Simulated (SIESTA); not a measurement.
The system is HgTe (Coloradoite).

```
CELL_PARAMETERS angstrom
0.00000 3.21450 3.21450
3.21450 0.00000 3.21450
3.21450 3.21450 0.00000
ATOMIC_POSITIONS crystal
Hg 0.00000 0.00000 0.00000
Te 0.75000 0.75000 0.75000
```

Base run:

- Program: SIESTA 5.4.2
- Functional: PBE
- Potentials or basis: PseudoDojo 0.4 standard (PBE files)
- Basis: DZP (energy shift 0.002 Ry)
- Grid cutoff: 800 Ry
- Energy shift: 0.002 Ry
- k mesh: 7 × 7 × 7
- Occupations: fermi-dirac, width 0.05 eV
- Spin: no spin polarisation

Its results: band gap on the k mesh none (metal or under the smearing width); pressure 5.9 GPa.

Problem. After a change of settings the same cell gave: band gap on the k mesh 1.51 eV, indirect (least direct gap 2.49 eV); pressure -1.1 GPa. Which change was it?
A. basis from DZP (energy shift 0.002 Ry) to SZP (energy shift 0.002 Ry)
B. functional from PBE to LDA; potentials or basis from PseudoDojo 0.4 standard (PBE files) to PseudoDojo 0.4 standard (LDA files)
C. functional from PBE to RGE2
D. functional from PBE to PBEJsJrLO

Solution. A.

Caveats: the valence orbitals were made in a potential fitted to the semicore shell under them, which widens gaps by tenths of an eV or more; the basis of atomic orbitals isn't converged, which shifts pressures, moduli and gaps; semicore shells carry a single zeta, which can move pressures by several GPa and volumes by a few percent (some runs); short orbitals over semicore shells can move pressures by several GPa (some runs); spin-orbit coupling is left out, which moves the levels of the heavy elements (some runs); the mesh misses the band edges, which the band path finds closer together (some runs).

Not every run made on this cell is shown here.
